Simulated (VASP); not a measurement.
**CaSe: single point with r2SCAN**

CaSe:

```xyz
2
Lattice="0.0989 3.0665 3.0665 3.0665 0.0989 3.0665 3.0665 3.0665 0.0989" Properties=species:S:1:pos:R:3 pbc="T T T"
Ca    0.0000    0.0000    0.0000
Se    3.1159    3.1159    3.1159
```

The cell was built by a generator and needn't be a form met in nature.

The cell isn't the ideal one: shear_111 strain +5.0%.

* Program: VASP 6.6.1
* Task: single point
* Functional: r2SCAN
* Potentials or basis: VASP PAW PBE potentials, release 64 (Ca_sv, Se)
* Cutoff: 520 eV
* k mesh: 8 × 8 × 8
* Occupations: gaussian, width 0.01 eV
* Spin: no spin polarisation

The pressure is -2.1 GPa and the band gap on the k mesh is 2.51 eV, indirect (least direct gap 3.37 eV).

Stress tensor (GPa, compression positive):
```
-2.12 -1.01 -1.01
-1.01 -2.12 -1.01
-1.01 -1.01 -2.12
```

Levels at points of the mesh, in eV from the valence-band top:
```
           k point  band 4  band 5  band 6  band 7  band 8  band 9  band 10  band 11  band 12  band 13
(0.00, 0.00, 0.00)  -21.69  -12.09   -0.29    0.00    0.00    3.54     4.07     4.23     4.23     4.69
(0.50, 0.00, 0.00)  -21.70  -11.46   -3.14   -1.34   -1.10    4.84     5.59     5.98     6.00     7.68
(0.50, 0.50, 0.00)  -21.72  -11.55   -2.50   -1.12   -0.86    2.51     5.39     5.40     6.27     6.34
(0.50, 0.50, 0.50)  -21.71  -11.53   -3.23   -0.99   -0.99    5.09     5.74     5.76     5.76     7.58
```

Run time: 2.6 min on 1 thread of AMD EPYC 7R43 64-Core Processor (Zen 3) (shared host), peak memory 0.19 GiB.

Caveat: the PAW data sets were made with another functional, which shifts forces and pressure a little. A k mesh can miss the band edges.
